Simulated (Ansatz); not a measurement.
# Ge: a line through a two-coordinate scan, part 1 of 2

How does the energy of Ge (P6_3/mmc, No. 194; 8 atoms in the cell) vary with amplitude of mode 4 (48 cm⁻¹), at amplitude of mode 24 (277 cm⁻¹) = −0.069 Å?

Computed with Ansatz 0.2.0 (DFT PBE, scalar-relativistic, plane waves, PAW, unless a step's input says otherwise).

6 further runs of the same task are left out: 6 set aside as unsound or not needed.

### Step 1. The structure to begin with

Symmetry: P6_3/mmc, No. 194, hexagonal system. The conventional cell has a = 4.066 Å, b = 4.066 Å, c = 13.336 Å, α = 90.00°, β = 90.00°, γ = 120.00°. Ge (site symmetry 3m) is surrounded by 4 Ge at 2.49 Å. Ge (site symmetry 3m) is surrounded by 4 Ge at 2.49 to 2.51 Å.

As a file:

```
CELL_PARAMETERS angstrom
4.06587 0.00000 0.00000
-2.03294 3.52115 0.00000
0.00000 0.00000 13.33633
ATOMIC_POSITIONS crystal
Ge 0.00000 0.00000 0.40677
Ge 0.00000 0.00000 0.59323
Ge 0.00000 0.00000 0.90677
Ge 0.00000 0.00000 0.09323
Ge 0.33333 0.66667 0.34420
Ge 0.66667 0.33333 0.65580
Ge 0.66667 0.33333 0.84420
Ge 0.33333 0.66667 0.15580
```

It goes back to an entry of the Materials Project, which need not be the stable form.

It is the result of an earlier relaxation at this level (volume 23.87 Å³/atom; gap on the mesh: none (metal)).

### Step 2. What is varied

The energy is mapped over two normal modes frozen in (zone-centre modes of the cell shown).

First coordinate, amplitude of mode 4 (48 cm⁻¹), largest displacement: 11 values from −0.515 Å. Second coordinate, amplitude of mode 24 (277 cm⁻¹), largest displacement: 11 values from −0.086 Å.

Nothing else is relaxed (the cell and all other modes fixed). Energies count from the relaxed high-symmetry cell. Points are written as (first, second).

The modes come from a phonon run on the reference cell, made beforehand.

Displacement patterns for an amplitude of 1 (Å):

| atom | x1 | y1 | z1 | x2 | y2 | z2 |
| --- | --- | --- | --- | --- | --- | --- |
| Ge1 | 1.000 | 0.000 | 0.000 | 0.000 | 0.992 | 0.000 |
| Ge2 | 1.000 | 0.000 | 0.000 | 0.000 | -0.992 | 0.000 |
| Ge3 | -1.000 | 0.000 | 0.000 | 0.000 | 0.992 | 0.000 |
| Ge4 | -1.000 | 0.000 | 0.000 | 0.000 | -0.992 | 0.000 |
| Ge5 | 0.928 | 0.000 | 0.000 | 0.000 | -1.000 | 0.000 |
| Ge6 | 0.928 | 0.000 | 0.000 | 0.000 | 1.000 | 0.000 |
| Ge7 | -0.928 | 0.000 | 0.000 | 0.000 | -1.000 | 0.000 |
| Ge8 | -0.928 | 0.000 | 0.000 | 0.000 | 1.000 | 0.000 |

### Step 3. The run at (−0.515 Å, −0.069 Å)

input.yaml reads:

```yaml
crystal:
  lattice:
    - [4.0658733778, 0.0, 0.0]
    - [-2.0329366889, 3.5211496337, 0.0]
    - [0.0, 0.0, 13.336334622]
  atoms:
    - { symbol: Ge, position: [-0.1363543879, -0.0193806702, 0.4067747484] }
    - { symbol: Ge, position: [-0.1169737176, 0.0193806702, 0.5932252516] }
    - { symbol: Ge, position: [0.1169737176, -0.0193806702, 0.9067747484] }
    - { symbol: Ge, position: [0.1363543879, 0.0193806702, 0.0932252516] }
    - { symbol: Ge, position: [0.2254978115, 0.6862057397, 0.3442031026] }
    - { symbol: Ge, position: [0.5392920718, 0.3137942603, 0.6557968974] }
    - { symbol: Ge, position: [0.7940412616, 0.3528724064, 0.8442031026] }
    - { symbol: Ge, position: [0.4411688551, 0.6471275936, 0.1557968974] }
basis:
  ecutwfc: 420
kpoints:
  mp_grid: { grid: [12, 12, 4] }
hamiltonian:
  xc: pbe
scf:
  occupations: { method: gaussian, width: 0.15 }
output:
  forces: true
  stress: true
  eigenvalues: true
```

Started as:

```bash
$ ansatz run input.yaml --threads 4 --pin off --max-ram 8192MiB --backend cpu --events-out ev --progress --plain --runs-dir out
```

The log of the run, shortened:

```text
Warning: RAYON_NUM_THREADS=4 ignored (pool sized by the plan → 4); use --threads N
[...]
Pseudopotentials: kind: paw
Pseudopotential: Ge, paw, valence charge 14, recommended cutoff 420 eV (normal), Ge.paw.azcp
Functional definition: PBE
[...]
Crystal: 8 atoms, lattice volume = 190.930 Å³
Basis set: ecut = 420 eV, 3693 PW (Γ), exchange–correlation on 60×60×180 points (8 copies of the dense FFT grid, shifted against one another)
Bands: 68, of which v1, the nominal top of the filled ones, is band 56 counted from 1 (55 counted from 0)
Symmetry: 2 space group operations
Space group: C2 (ITA 5), of the structure as read, at distance tolerance 5.8e-5 Å
k-points: 164 of 576 (time reversal used)
[...]
SCF iter   1: F=—  HF=-34358.794030 eV  |F-HF|=—  |Δ(HF+E_count)|=         —  Δρ=1.65e-3  dr2=7.04e-3  ethr=1.77e-3  ⟨swp⟩=5.5  Hψ=39098  notcnv=0
[...]
SCF iter   7: F=-34358.791120 eV  HF=-34358.791120 eV  |F-HF|=3.43e-9  |Δ(HF+E_count)|=   5.49e-8  Δρ=2.54e-6  dr2=1.06e-8  ethr=8.93e-11  ⟨swp⟩=8.2  Hψ=42586  notcnv=0
[...]
SCF converged after 7 iterations
Free energy (F): -34358.791120 eV
[...]
E sigma→0 (E₀):  -34358.786766 eV
Entropy (-TS):   -0.008707 eV (-1.088 meV/atom)
Fermi energy:    7.942220 eV
[...]
--- Forces (eV/Å), atoms counted from 1 ---
  atom   1  Ge     0.40145597     1.19834142     0.09875255
  atom   2  Ge     0.40145597    -1.19834142    -0.09875255
  atom   3  Ge    -0.27789955     1.45263061     0.11999805
  atom   4  Ge    -0.27789955    -1.45263061    -0.11999805
  atom   5  Ge     0.23442802    -1.25578561    -0.60129844
  atom   6  Ge     0.23442802     1.25578561     0.60129844
  atom   7  Ge    -0.35798430    -1.46387237    -0.63440680
  atom   8  Ge    -0.35798430     1.46387237     0.63440680
[...]
--- Stress (GPa, compression-positive) ---
       -0.054218       0.000000       0.000000
        0.000000       1.649659       2.434430
        0.000000       2.434430      -0.502225
  P = ⅓ Tr σ = 0.3644 GPa (3.644 kbar)
--- Band table (eV; the first three rows and the last of 164) ---
[...]
```

It took 26 s on 4 threads of Intel Xeon Platinum 8488C (Sapphire Rapids), shared host; peak memory 1.6 GiB.

On the map this point reads 1.01 eV.

### Step 4. Grid point (−0.309 Å, −0.069 Å)

input.yaml reads:

```yaml
crystal:
  lattice:
    - [4.0658733778, 0.0, 0.0]
    - [-2.0329366889, 3.5211496337, 0.0]
    - [0.0, 0.0, 13.336334622]
  atoms:
    - { symbol: Ge, position: [-0.0856887668, -0.0193806702, 0.4067747484] }
    - { symbol: Ge, position: [-0.0663080965, 0.0193806702, 0.5932252516] }
    - { symbol: Ge, position: [0.0663080965, -0.0193806702, 0.9067747484] }
    - { symbol: Ge, position: [0.0856887668, 0.0193806702, 0.0932252516] }
    - { symbol: Ge, position: [0.2725398349, 0.6862057397, 0.3442031026] }
    - { symbol: Ge, position: [0.5863340951, 0.3137942603, 0.6557968974] }
    - { symbol: Ge, position: [0.7469992382, 0.3528724064, 0.8442031026] }
    - { symbol: Ge, position: [0.3941268318, 0.6471275936, 0.1557968974] }
basis:
  ecutwfc: 420
kpoints:
  mp_grid: { grid: [12, 12, 4] }
hamiltonian:
  xc: pbe
scf:
  occupations: { method: gaussian, width: 0.15 }
output:
  forces: true
  stress: true
  eigenvalues: true
```

Started as:

```bash
$ ansatz run input.yaml --threads 4 --pin off --max-ram 8192MiB --backend cpu --events-out ev --progress --plain --runs-dir out
```

The log of the run, shortened:

```text
Warning: RAYON_NUM_THREADS=4 ignored (pool sized by the plan → 4); use --threads N
[...]
[... 3 set-up lines as earlier in the session ...]
[...]
Crystal: 8 atoms, lattice volume = 190.930 Å³
Basis set: ecut = 420 eV, 3693 PW (Γ), exchange–correlation on 60×60×180 points (8 copies of the dense FFT grid, shifted against one another)
Bands: 68, of which v1, the nominal top of the filled ones, is band 56 counted from 1 (55 counted from 0)
[... 2 set-up lines as earlier in the session ...]
k-points: 164 of 576 (time reversal used)
[...]
SCF iter   1: F=—  HF=-34359.203122 eV  |F-HF|=—  |Δ(HF+E_count)|=         —  Δρ=1.46e-3  dr2=5.59e-3  ethr=1.77e-3  ⟨swp⟩=5.5  Hψ=39050  notcnv=0  defer=1
[...]
SCF iter   7: F=-34359.200464 eV  HF=-34359.200464 eV  |F-HF|=6.74e-9  |Δ(HF+E_count)|=   5.28e-8  Δρ=2.60e-6  dr2=1.70e-8  ethr=8.93e-11  ⟨swp⟩=8.2  Hψ=43876  notcnv=0
[...]
SCF converged after 7 iterations
Free energy (F): -34359.200464 eV
[...]
E sigma→0 (E₀):  -34359.197430 eV
Entropy (-TS):   -0.006068 eV (-0.758 meV/atom)
Fermi energy:    7.994873 eV
[...]
--- Forces (eV/Å), atoms counted from 1 ---
  atom   1  Ge     0.23072633     1.19800112     0.12534032
  atom   2  Ge     0.23072633    -1.19800112    -0.12534032
  atom   3  Ge    -0.16195991     1.53174880     0.14605580
  atom   4  Ge    -0.16195991    -1.53174880    -0.14605580
  atom   5  Ge     0.15119646    -1.23452127    -0.36993939
  atom   6  Ge     0.15119646     1.23452127     0.36993939
  atom   7  Ge    -0.21996287    -1.53849060    -0.39617590
  atom   8  Ge    -0.21996287     1.53849060     0.39617590
[...]
--- Stress (GPa, compression-positive) ---
        0.269418       0.000000       0.000000
        0.000000       1.247056       2.269416
        0.000000       2.269416      -0.351812
  P = ⅓ Tr σ = 0.3882 GPa (3.882 kbar)
--- Band table (eV; the first three rows and the last of 164) ---
[...]
```

Wall time 27 s (4 threads of Intel Xeon Platinum 8488C (Sapphire Rapids), shared host); peak memory 1.6 GiB.

That is 0.60 eV from the zero.

### Step 5. Changed: occupations.method cold, occupations.width 0.2, mixing.algorithm anderson, mixing.beta 0.9, mixing.ndim 2

input.yaml, as its differences from that of step 4:

```diff
@@ -21,6 +21,7 @@
 scf:
-  occupations: { method: gaussian, width: 0.15 }
+  occupations: { method: cold, width: 0.2 }
+  mixing: { algorithm: anderson, beta: 0.9, ndim: 2 }
 output:
   forces: true
+  eigenvalues: true
   stress: true
-  eigenvalues: true
```

Started as:

```bash
$ ansatz run input.yaml --threads 4 --pin off --max-ram 8192MiB --backend cpu --events-out ev --progress --plain --runs-dir out
```

The log of the run:

```text
Warning: RAYON_NUM_THREADS=4 ignored (pool sized by the plan → 4); use --threads N
Engine: ansatz 0.2.0, x86_64-unknown-linux-gnu
[... 3 set-up lines as earlier in the session ...]
  parameter kappa = 0.804
  parameter beta = 0.06672455060314922
  exchange = pbe_x(kappa = kappa, mu = beta*pi^2/3)
  correlation = pbe_c(beta = beta)
Crystal: 8 atoms, lattice volume = 190.930 Å³
Basis set: ecut = 420 eV, 3693 PW (Γ), exchange–correlation on 60×60×180 points (8 copies of the dense FFT grid, shifted against one another)
Bands: 68, of which v1, the nominal top of the filled ones, is band 56 counted from 1 (55 counted from 0)
[... 2 set-up lines as earlier in the session ...]
k-points: 164 of 576 (time reversal used)
Non-local potential: Ge, projectors of the file, l = 0: 2, l = 1: 2, l = 2: 3, l = 3: 1
PAW form: soft (Blöchl's): semilocal exchange-correlation on the pseudo side does not see the compensation charge
PAW one-centre angular grid: Ge, 590 points (default); XC on 64 Gauss nodes
Initial density: superposition of atomic densities (neutral atoms: chi_scale 0, normalization atom), corrected by the library's trained network
Initial wavefunctions: pseudopotential atomic-orbital guess
Functional: x = pbe(κ = 0.804, μ = 0.2195149727645171), c = pbe(β = 0.06672455060314922)
SCF iter   1: F=—  HF=-34359.199725 eV  |F-HF|=—  |Δ(HF+E_count)|=         —  Δρ=1.44e-3  dr2=5.50e-3  ethr=1.77e-3  ⟨swp⟩=5.4  Hψ=38595  notcnv=0
preconditioner: auto → LDOS  [metal: Δε(μ)=0.078 eV  Ē_g=22.395 eV  σ=0.200 eV  W_gap=0.28  n_scr=52 (ndim 2)  ℏωp=28.4 eV  f_vac=0.076  D(μ)=0.55/eV (n_scr^D=2)  β=0.9 kept]
SCF iter   2: F=—  HF=-34359.198433 eV  |F-HF|=—  |Δ(HF+E_count)|=   1.29e-3  S|Δr|=    0.00e0  Δρ=1.09e-3  dr2=2.32e-3  ethr=4.91e-6  ⟨swp⟩=2.0  Hψ=22151  notcnv=0  κ⁻¹=1.0e0(r=1)
SCF iter   3: F=—  HF=-34359.197254 eV  |F-HF|=—  |Δ(HF+E_count)|=   1.18e-3  S|Δr|=    0.00e0  Δρ=2.89e-4  dr2=6.63e-4  ethr=2.07e-6  ⟨swp⟩=2.0  Hψ=19606  notcnv=0  κ⁻¹=1.0e0(r=1)
SCF iter   4: F=—  HF=-34359.197102 eV  |F-HF|=—  |Δ(HF+E_count)|=   1.52e-4  S|Δr|=    0.00e0  Δρ=1.56e-4  dr2=1.66e-4  ethr=5.92e-7  ⟨swp⟩=3.0  Hψ=19916  notcnv=0  κ⁻¹=1.0e0(r=1)
SCF iter   5: F=—  HF=-34359.197087 eV  |F-HF|=—  |Δ(HF+E_count)|=   1.46e-5  S|Δr|=    0.00e0  Δρ=1.50e-4  dr2=2.92e-5  ethr=1.48e-7  ⟨swp⟩=2.0  Hψ=19589  notcnv=0  κ⁻¹=1.0e0(r=1)
SCF iter   6: F=—  HF=-34359.197085 eV  |F-HF|=—  |Δ(HF+E_count)|=   2.42e-6  S|Δr|=    0.00e0  Δρ=9.69e-5  dr2=2.71e-5  ethr=2.60e-8  ⟨swp⟩=2.0  Hψ=19607  notcnv=0  κ⁻¹=1.0e0(r=1)
SCF iter   7: F=—  HF=-34359.197071 eV  |F-HF|=—  |Δ(HF+E_count)|=   1.32e-5  S|Δr|=    0.00e0  Δρ=4.43e-5  dr2=1.81e-5  ethr=2.42e-8  ⟨swp⟩=2.0  Hψ=19607  notcnv=0  κ⁻¹=1.0e0(r=1)
SCF iter   8: F=—  HF=-34359.197072 eV  |F-HF|=—  |Δ(HF+E_count)|=   6.90e-7  S|Δr|=    0.00e0  Δρ=5.57e-5  dr2=4.83e-6  ethr=1.61e-8  ⟨swp⟩=2.0  Hψ=19607  notcnv=0  κ⁻¹=1.0e0(r=1)
SCF iter   9: F=—  HF=-34359.197068 eV  |F-HF|=—  |Δ(HF+E_count)|=   3.62e-6  S|Δr|=    0.00e0  Δρ=3.25e-5  dr2=2.37e-6  ethr=4.31e-9  ⟨swp⟩=2.0  Hψ=19584  notcnv=0  κ⁻¹=1.0e0(r=1)
SCF iter  10: F=—  HF=-34359.197067 eV  |F-HF|=—  |Δ(HF+E_count)|=   1.24e-6  S|Δr|=    0.00e0  Δρ=1.58e-5  dr2=3.30e-6  ethr=2.12e-9  ⟨swp⟩=2.0  Hψ=19607  notcnv=0  κ⁻¹=1.0e0(r=1)
SCF iter  11: F=—  HF=-34359.197067 eV  |F-HF|=—  |Δ(HF+E_count)|=   4.68e-8  S|Δr|=    0.00e0  Δρ=1.88e-5  dr2=7.34e-7  ethr=2.12e-9  ⟨swp⟩=2.0  Hψ=19607  notcnv=0  κ⁻¹=1.0e0(r=1)
SCF iter  12: F=—  HF=-34359.197067 eV  |F-HF|=—  |Δ(HF+E_count)|=   3.17e-7  S|Δr|=    0.00e0  Δρ=1.36e-5  dr2=4.38e-7  ethr=6.56e-10  ⟨swp⟩=2.0  Hψ=19601  notcnv=0  κ⁻¹=1.0e0(r=1)
SCF iter  13: F=—  HF=-34359.197067 eV  |F-HF|=—  |Δ(HF+E_count)|=   2.60e-7  S|Δr|=    0.00e0  Δρ=5.22e-6  dr2=4.19e-7  ethr=3.91e-10  ⟨swp⟩=2.0  Hψ=19607  notcnv=0  κ⁻¹=1.0e0(r=1)
SCF iter  14: F=—  HF=-34359.197067 eV  |F-HF|=—  |Δ(HF+E_count)|=   3.98e-8  S|Δr|=    0.00e0  Δρ=7.66e-6  dr2=2.29e-7  ethr=3.74e-10  ⟨swp⟩=2.0  Hψ=19607  notcnv=0  κ⁻¹=1.0e0(r=1)
SCF iter  15: F=—  HF=-34359.197067 eV  |F-HF|=—  |Δ(HF+E_count)|=   7.31e-8  S|Δr|=    0.00e0  Δρ=4.71e-6  dr2=1.33e-7  ethr=2.04e-10  ⟨swp⟩=2.0  Hψ=19603  notcnv=0  κ⁻¹=1.0e0(r=1)
SCF iter  16: F=—  HF=-34359.197067 eV  |F-HF|=—  |Δ(HF+E_count)|=   2.34e-8  S|Δr|=    0.00e0  Δρ=2.74e-6  dr2=1.41e-7  ethr=8.93e-11  ⟨swp⟩=8.3  Hψ=42348  notcnv=0  κ⁻¹=1.0e0(r=1)
SCF iter  17: F=-34359.197066 eV  HF=-34359.197067 eV  |F-HF|=9.86e-8  |Δ(HF+E_count)|=   5.46e-9  S|Δr|=    0.00e0  Δρ=3.49e-6  dr2=8.63e-8  ethr=8.93e-11  ⟨swp⟩=2.6  Hψ=41026  notcnv=0
SCF 1 converged in 17 iterations: F = -34359.197066 eV  dr2 = 8.63e-8
SCF converged after 17 iterations
Stability not checked: this state was not tested for a lower state beside it, because cold or Methfessel-Paxton smearing, or corrected tetrahedra, fill the levels in a way that the test cannot read (fill_not_monotonic; see scf.lower_state_search)
Free energy (F): -34359.197066 eV
Harris-Foulkes:  -34359.197067 eV  (|F-HF|=9.86e-8)
Internal energy: -34359.198056 eV  (E = F + TS)
E sigma→0 (E₀):  -34359.197396 eV
Entropy (-TS):   0.000990 eV (0.124 meV/atom)
Fermi energy:    7.989413 eV
Step filling:    the computed levels leave a gap of 0.0076 eV = 0.0 smearing widths at the electron count; against every level under it full and every level over it empty, smearing changes F+E_penalty+E_count by +0.303 meV and its σ→0 estimate by -0.027 meV
--- Per-component energies (eV) ---
  E_band       = -1262.754600
  E_kinetic    = 886.627727
  E_local      = -20053.325931  (includes V_loc(G=0)·N_el)
  E_nonlocal   = 3344.574069
  E_hartree    = 8785.404362
  E_xc         = -602.237898
  E_vxc        = -513.642648  (∫ρ·V_xc dr)
  E_paw        = -16155.876814  (= ΣΔE_a)
  E_vpaw       = -2497.810993  (= ΣTr[D̂ρ^β])
  E_aug_tail   = 0.002385  (compensation charges beyond the density's cutoff)
  E_ewald      = -10564.365956
  E_smearing   = 0.000990  (= −TS)
  E_closure    = -0.000000  (closes the sum)
  Σ components = -34359.197066   (vs F -34359.197066, Δ=0.00e0)
--- Forces (eV/Å), atoms counted from 1 ---
  atom   1  Ge     0.23070481     1.19983952     0.12539370
  atom   2  Ge     0.23070481    -1.19983952    -0.12539370
  atom   3  Ge    -0.16189408     1.53535736     0.14505631
  atom   4  Ge    -0.16189408    -1.53535736    -0.14505631
  atom   5  Ge     0.15209320    -1.23679939    -0.37136471
  atom   6  Ge     0.15209320     1.23679939     0.37136471
  atom   7  Ge    -0.22090369    -1.54221444    -0.39709501
  atom   8  Ge    -0.22090369     1.54221444     0.39709501
  max |Σ_I F_I| component: 4.74e-7 eV/Å
--- Stress (GPa, compression-positive) ---
        0.253178       0.000000       0.000000
        0.000000       1.236332       2.261134
        0.000000       2.261134      -0.362340
  P = ⅓ Tr σ = 0.3757 GPa (3.757 kbar)
--- Band table (eV; the first three rows and the last of 164) ---
  k-point 0: bands = ["-16.9371", "-16.9259", "-16.9181", "-16.9057", "-16.8850", "-16.8841", "-16.8767", "-16.8702", "-16.8636", "-16.8627", "-16.8441", "-16.8425", "-16.8422", "-16.8315", "-16.8202", "-16.8197", "-16.8175", "-16.8078", "-16.7994", "-16.7934", "-16.7094", "-16.7086", "-16.6931", "-16.6838", "-16.6795", "-16.6759", "-16.6737", "-16.6717", "-16.6630", "-16.6553", "-16.6499", "-16.6489", "-16.6477", "-16.6456", "-16.6372", "-16.6330", "-16.6259", "-16.6145", "-16.6111", "-16.5988", "-4.5013", "-3.8485", "-3.7707", "-2.6038", "0.6313", "3.1251", "3.3823", "6.3493", "6.3950", "6.7763", "6.8972", "7.2232", "7.3544", "7.4456", "7.7810", "7.8995", "8.0350", "8.3658", "8.4214", "8.4943", "10.0915", "10.2191", "10.5189", "10.8862", "10.9418", "11.4836", "11.6726", "12.0701"]
  k-point 1: bands = ["-16.9371", "-16.9258", "-16.9181", "-16.9057", "-16.8853", "-16.8837", "-16.8767", "-16.8702", "-16.8649", "-16.8618", "-16.8444", "-16.8429", "-16.8395", "-16.8315", "-16.8253", "-16.8200", "-16.8140", "-16.8076", "-16.7989", "-16.7941", "-16.7093", "-16.7087", "-16.6923", "-16.6863", "-16.6794", "-16.6737", "-16.6730", "-16.6717", "-16.6629", "-16.6567", "-16.6518", "-16.6506", "-16.6471", "-16.6420", "-16.6373", "-16.6332", "-16.6260", "-16.6144", "-16.6114", "-16.5988", "-4.4566", "-4.1069", "-3.4518", "-2.7437", "0.8617", "2.2812", "4.3108", "6.2663", "6.4021", "6.5129", "6.8557", "6.9959", "7.3199", "7.4321", "7.8429", "7.9134", "8.0675", "8.2370", "8.6529", "8.7004", "10.1660", "10.2818", "10.6297", "10.8214", "10.8928", "11.5005", "11.6471", "11.9436"]
  k-point 2: bands = ["-16.9372", "-16.9257", "-16.9182", "-16.9057", "-16.8856", "-16.8835", "-16.8767", "-16.8701", "-16.8657", "-16.8613", "-16.8444", "-16.8431", "-16.8349", "-16.8336", "-16.8286", "-16.8203", "-16.8125", "-16.8074", "-16.7979", "-16.7951", "-16.7090", "-16.7090", "-16.6902", "-16.6895", "-16.6793", "-16.6737", "-16.6721", "-16.6699", "-16.6621", "-16.6598", "-16.6526", "-16.6512", "-16.6466", "-16.6399", "-16.6375", "-16.6336", "-16.6261", "-16.6143", "-16.6117", "-16.5987", "-4.3244", "-4.3231", "-3.0729", "-3.0714", "1.4576", "1.4618", "5.3826", "5.3862", "6.4049", "6.4302", "6.8158", "6.8926", "7.3908", "7.5045", "7.7632", "8.0176", "8.0220", "8.1148", "8.8084", "8.8477", "10.2872", "10.3674", "10.6840", "10.7830", "11.1792", "11.1970", "11.5282", "11.6988"]
  k-point 163: bands = ["-16.9503", "-16.9440", "-16.9362", "-16.9224", "-16.9212", "-16.9059", "-16.8877", "-16.8802", "-16.8554", "-16.8448", "-16.8183", "-16.8032", "-16.8002", "-16.7983", "-16.7932", "-16.7918", "-16.7778", "-16.7735", "-16.7597", "-16.7515", "-16.7491", "-16.7461", "-16.7225", "-16.7169", "-16.7123", "-16.7094", "-16.7089", "-16.7068", "-16.6968", "-16.6914", "-16.6717", "-16.6609", "-16.6345", "-16.6283", "-16.6114", "-16.6016", "-16.5981", "-16.5880", "-16.5858", "-16.5776", "-2.6488", "-2.4871", "-1.5688", "-1.3396", "-0.2542", "0.0853", "1.0027", "1.4778", "3.9527", "3.9964", "4.4095", "4.5432", "4.9418", "4.9933", "6.1076", "6.4321", "9.0069", "9.3141", "10.4852", "10.5822", "11.5411", "11.6821", "12.1554", "12.1960", "12.4504", "12.6506", "13.0697", "13.0905"]
```

It took 52 s on 4 threads of Intel Xeon Platinum 8488C (Sapphire Rapids), shared host; peak memory 1.6 GiB.

| run | ending | energy change | pressure (GPa) | gap (eV) | force (eV/Å) | cycles | time |
| --- | --- | --- | --- | --- | --- | --- | --- |
| step 4 | converged | 0 | 0.4 | 0.00 | 1.60 | 7 | 27 s |
| variant | converged | 0.0 meV/atom (σ→0) | 0.4 | 0.00 | 1.61 | 17 | 52 s |

Changing the smearing and mixing hardly moves the energy: 0.0 meV/atom. Cost: 17 SCF cycles against 7, 52 s against 27 s.

(Continued in part 2 of 2.)
